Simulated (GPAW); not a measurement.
Runs of GPAW 26.7.0 on AlN. Symmetry: Fm-3m, No. 225, cubic system. The conventional cell has a = 4.069 Å, b = 4.069 Å, c = 4.069 Å, α = 90.00°, β = 90.00°, γ = 90.00°. Al (site symmetry m-3m) is surrounded by 6 N at 2.03 Å. N (site symmetry m-3m) has 6 Al at 2.03 Å as nearest neighbours. Measurements of this composition are mostly on another form, of space group No. 186.

```tsv
task	level	cell	k mesh	cutoff (eV)	smearing	maxiter	optimizer	fmax	max steps	convergence	mesh quality	gap on the mesh (eV)	pressure (GPa)	relaxed volume (Å³/atom)
relaxation of cell and atoms	revPBE	relaxed	11 × 11 × 11	800	fermi-dirac 0.05 eV	150	BFGS	0.02 eV/Å	60	density=1e-05 forces=0.0001	not flagged	(a)	0.0	8.58
relaxation of cell and atoms	revPBE+D3(BJ)	relaxed	11 × 11 × 11	800	fermi-dirac 0.05 eV	150	BFGS	0.02 eV/Å	60	density=1e-05 forces=0.0001	not flagged	4.97	0.2	8.15
relaxation of cell and atoms	revPBE+D4	relaxed	11 × 11 × 11	800	fermi-dirac 0.05 eV	150	BFGS	0.02 eV/Å	60	density=1e-05 forces=0.0001	not flagged	(b)	0.3	8.12
single point	LDA	as given	9 × 9 × 9	650	fermi-dirac 0.05 eV	120	-	-	-	default	not flagged	4.44	-14.7	-
```

Alike in all rows: potentials or basis the program's PAW data sets (release 1.2.1) made for this functional, pw; no spin polarisation.

**Question.** Estimate the missing entries.

**Answer.** (a) 4.48; (b) 5.01.

Caveats: an odd mesh through Γ misses points on the zone boundary, where band edges often lie; later steps reuse the first step's grids (some runs); the cutoff is short for stress and forces, so pressures can be off by a GPa or more (some runs).

Runs at the PBE level aren't shown here.
